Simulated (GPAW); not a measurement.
Something may be wrong with this GPAW 26.7.0 calculation of CdSe.

The input run.py:

```python
import numpy as np
from ase.calculators.mixing import SumCalculator
from ase.dft.bandgap import bandgap
from ase.io import read, write
from dftd3.ase import DFTD3
from gpaw import GPAW, PW
from gpaw.xc import parametrizedxc

class ScaledMGGA(parametrizedxc.ParametrizedKernel):
    """Weighted sum of Libxc meta-GGA parts, named like '0.75_MGGA_X_..+1.0_MGGA_C_..'."""
    def __init__(self, name):
        super().__init__(name)
        self.type = 'MGGA'

    def calculate(self, e_g, n_sg, dedn_sg, sigma_xg, dedsigma_xg, tau_sg, dedtau_sg):
        e_g[:] = dedsigma_xg[:] = dedtau_sg[:] = 0.0
        for kernel, c in zip(self.kernels, self.coefs):
            e, v, s, t = [np.zeros_like(x) for x in [e_g, dedn_sg, dedsigma_xg, dedtau_sg]]
            kernel.calculate(e, n_sg, v, sigma_xg, s, tau_sg, t)
            e_g += c * e
            dedn_sg += c * v
            dedsigma_xg += c * s
            dedtau_sg += c * t

parametrizedxc.ParametrizedKernel = ScaledMGGA

atoms = read('POSCAR')

calc = GPAW(mode=PW(100),
            xc={'name': '0.900_MGGA_X_R2SCAN+1.0_MGGA_C_R2SCAN', 'fraction': 0.1, 'omega': 0.0, 'backend': 'pw'},
            kpts={'size': (4, 4, 4), 'gamma': True},
            occupations={'name': 'fermi-dirac', 'width': 0.001},
            nbands=18,
            convergence={'density': 0.0001},
            maxiter=100,
            txt='gpaw.txt')
atoms.calc = SumCalculator([calc, DFTD3(method='r2scanh', damping='d3bj')])
energy = atoms.get_potential_energy()
calc.write('gs.gpw')
write('result.traj', atoms)
print(f'Energy: {energy:.6f} eV')
print('Fermi level:', round(calc.get_fermi_level(), 4), 'eV')
print(f'Gap: {bandgap(calc)[0]:.4f} eV, direct: {bandgap(calc, direct=True)[0]:.4f} eV')
```

File POSCAR:

```
CdSe
1.0
    0.0000000000      3.1500539396      3.1500539396
    3.1500539396      0.0000000000      3.1500539396
    3.1500539396      3.1500539396      0.0000000000
Cd Se
1 1
Direct
    0.0000000000      0.0000000000      0.0000000000
    0.2500000000      0.2500000000      0.2500000000
```

Potentials or basis: GPAW PAW data sets (gpaw-data 1.2.1), pw.

Launch:

```sh
$ OMP_NUM_THREADS=1 python run.py
```

gpaw.txt:

```text
__  _  _
 | _ |_)|_||  |
 |__||  | ||/\| - 26.7.0

Input parameters:
  mode=PW(ecut=100.0),
  convergence={'density': 0.0001},
  kpts=MonkhorstPack(size=(4, 4, 4), gamma=True),
  maxiter=100,
  nbands=18,
  occupations=Occupations(name='fermi-dirac', width=0.001),
  xc=XC(name='0.900_MGGA_X_R2SCAN+1.0_MGGA_C_R2SCAN', fraction=0.1, omega=0.0, backend='pw')

Diagonalizing LCAO Hamiltonian
Converting LCAO to pw mode

            Se

       Cd

Atoms  # Å, Bohr magnetons
|   | symbol |        x |        y |        z |    initial magnetic moments |
|---|--------|----------|----------|----------|-----------------------------|
| 0 |     Cd | 0.000000 | 0.000000 | 0.000000 | ( 0.0000,  0.0000,  0.0000) |
| 1 |     Se | 1.575027 | 1.575027 | 1.575027 | ( 0.0000,  0.0000,  0.0000) |

Unit cell  # Å
| periodic |        x |        y |        z |  lengths |    angles |
|----------|----------|----------|----------|----------|-----------|
[... 113 lines left out ...]
    |   4p |  4.000 |      -6.512 |    1.005 |
    |    s |        |       9.935 |    0.847 |
    |    p |        |      20.699 |    1.005 |
    |    d |        |       0.000 |    0.847 |

    Using partial waves for Se as LCAO basis

Reference energy: -218276.650467  # eV

eigensolver:
  PPCG
  Converge bands: occupied
  niter=2

density mixing:
  MSR1-Mixer
  Pratt-step length: 0.05
  Maximum mixing coefficient: 0.75
  Old densities: 10
  SVD Regularization: 0.005
  Good broyden scale: 1.0
  Trust region scale: 1.0
  Backstep threshold: 4.0
  History deletion threshold: 6.0
  Fourier metric: weight=20.0, sigma=0.015

occupation numbers:
  Fermi-Dirac:
    width: 0.0010  # eV

poisson solver:
  ecut: 800.0  # eV

xc functional:
  name: 0.900_MGGA_X_R2SCAN+1.0_MGGA_C_R2SCAN with 2 nearest neighbor stencil

convergence criteria:
- Maximum integral of absolute [dens]ity change: 0.0001 electrons / valence electron
- Maximum [total energy] change in last 3 cyles: 0.0005 eV / valence electron
- Maximum integral of absolute [eigenst]ate change: 4e-08 eV^2 / valence electron
maximum number of iterations: 100

IBZ(<points: 8, symmetries: 24>)
Occupied bands: 9
SCF iterations
|iter     | |      energy | eigst |  dens |
|---------|-|-------------|-------|-------|
|iter:   1| | -574.230536 | -0.52 |       |
|iter:   2| |   52.985468 | -1.85 | -0.48 |
|iter:   3| |   72.493008 | +0.00 | -0.51 |
|iter:   4| |   75.644433 | -1.62 | -0.76 |
|iter:   5| |   75.657187 | -2.52 | -1.22 |
|iter:   6| |   75.656224 | -3.69 | -1.92 |
|iter:   7| |   75.655926c| -4.93 | -2.44 |
```

Problem. How did it end, and where is the flaw?

Solution. The calculation hadn't finished when its time ran out. The input holds a flaw that was put in on purpose: plane-wave cutoff far too low (mode = PW(100)).
